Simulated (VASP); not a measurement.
Bi under changes of volume

One of the cells (31.739 Å³/atom); the others are scaled copies at fixed shape and fractional positions:

```xyz
1
Lattice="-1.9946 1.9946 1.9946 1.9946 -1.9946 1.9946 1.9946 1.9946 -1.9946" Properties=species:S:1:pos:R:3 pbc="T T T"
Bi    0.0000    0.0000    0.0000
```

This isn't the form of Bi at room conditions, which is rhombohedral.

* Program: VASP 6.6.1
* Functional: PBE
* Potentials or basis: VASP PAW PBE potentials, release 64 (Bi_d)
* Cutoff: 520 eV
* k mesh: 9 × 9 × 9
* Occupations: fermi-dirac, width 0.05 eV
* Spin: no spin polarisation

```tsv
volume (Å³/atom)	energy over the lowest point (meV/atom)	pressure (GPa)
29.250	?	?
29.872	17.70	3.3
30.495	6.93	2.0
31.739	0.00	-0.3
32.362	2.82	-1.2
32.984	9.14	-2.1
```

Q: What does the run at 29.250 Å³/atom give?

A: Energy over the lowest point 34.00 meV/atom; pressure 4.8 GPa.

Worked out: A Birch-Murnaghan fit of order 3 (a polynomial in V^(-2/3)) to the other rows has its minimum at 31.61 Å³/atom with B0 = V·E''(V) = 54 GPa and B' = 5.0. It gives 34.16 meV/atom at 29.250 Å³/atom, against the run's 34.00, and -dE/dV = 5.0 GPa, against 4.8.

Energies are extrapolated to zero smearing.
